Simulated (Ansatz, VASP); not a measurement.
**Two plane-wave programs on Na3H**

```
Na H
1.0
     4.39166    0.00000    0.00000
    -2.19583    3.80329    0.00000
     0.00000    0.00000    4.08558
Na H
3 1
Direct
  0.50000 0.00000 0.00000
  0.00000 0.50000 0.00000
  0.50000 0.50000 0.00000
  0.00000 0.00000 0.00000
```

Alike in both runs: task relaxation of cell and atoms; functional PBE; k mesh 6 × 6 × 4; occupations gaussian, width 0.1 eV; no spin polarisation.

```csv
,VASP,Ansatz
version,VASP 6.6.1,Ansatz 0.2.0
potentials or method,"VASP PAW PBE potentials, release 64 (Na_pv, H)","scalar-relativistic, plane waves, PAW"
plane-wave cutoff (eV),600,420
valence electrons in the cell,22,28
```

VASP gave:

```
gap on the k mesh at the Fermi level, each at its own relaxed structure (eV) : none
relaxed volume (Å³/atom)                                                     : 29.24
relaxed cell length with the largest relative difference (Å)                 : 3.482
energy change over the relaxation (meV/atom)                                 : -948
```

Question: Estimate Ansatz's values.

Answer: gap on the k mesh at the Fermi level, each at its own relaxed structure (eV): none; relaxed volume (Å³/atom): 28.66; relaxed cell length with the largest relative difference (Å): 3.453; energy change over the relaxation (meV/atom): -956.

A gap of «none» marks a metal or a gap that the smearing closes. The two sets of potentials don't hold the same shells in valence.

Caveats: the k mesh is coarse (spacing up to 0.38 Å⁻¹), so the values aren't converged; the volume moved by over 15 % at a fixed basis, so the end points are rough (VASP).
